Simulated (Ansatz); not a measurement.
Runs of Ansatz 0.2.0 on Cu. It takes space group Fm-3m (No. 225, cubic). Conventional cell: a = 3.615 Å, b = 3.615 Å, c = 3.615 Å, α = 90.00°, β = 90.00°, γ = 90.00°. Cu (site symmetry m-3m) is surrounded by 12 Cu at 2.56 Å. 

| task | level | potentials or basis | k mesh | cutoff (eV) | smearing | points for each segment of the path | mesh quality | gap on the mesh (eV) | pressure (GPa) | V0 of scaled cells (Å³/atom) | B0 (GPa) |
| --- | --- | --- | --- | --- | --- | --- | --- | --- | --- | --- | --- |
| band structure | r2SCAN | Ansatz PAW | 13 × 13 × 13 | 500 | fermi-dirac 0.05 eV | 14 | not flagged | none | (a) | - | - |
| equation of state | PBE | Ansatz PAW earlier set | 13 × 13 × 13 | 700 | fermi-dirac 0.05 eV | - | not flagged | - | - | 11.94 | (b) |
| single point | r2SCAN0 | Ansatz PAW | 7 × 7 × 7 | 500 | fermi-dirac 0.05 eV | - | coarse | none | - | - | - |
| equation of state | revPBE+D4 | Ansatz PAW | 13 × 13 × 13 | 420 | fermi-dirac 0.05 eV | - | not flagged | - | - | 11.22 | 170 |
| single point | PBE | Ansatz PAW | 13 × 13 × 13 | 420 | gaussian 0.027 eV | - | not flagged | none | 1.7 | - | - |

Alike in all rows: no spin polarisation; cell as given.

Q: Estimate the missing entries.

A: (a) -4.9; (b) 142.

Caveats: some runs use coarse meshes; the PAW data sets come from PBE, with cores solved anew for the run's functional, which leaves a small shift of forces and pressure (some runs); the potentials were made for another functional, which shifts forces and pressure (some runs).

A k mesh can miss the band edges.

A gap of «none» marks a metal or a gap under the smearing width.

Not every run made on this cell is shown here.
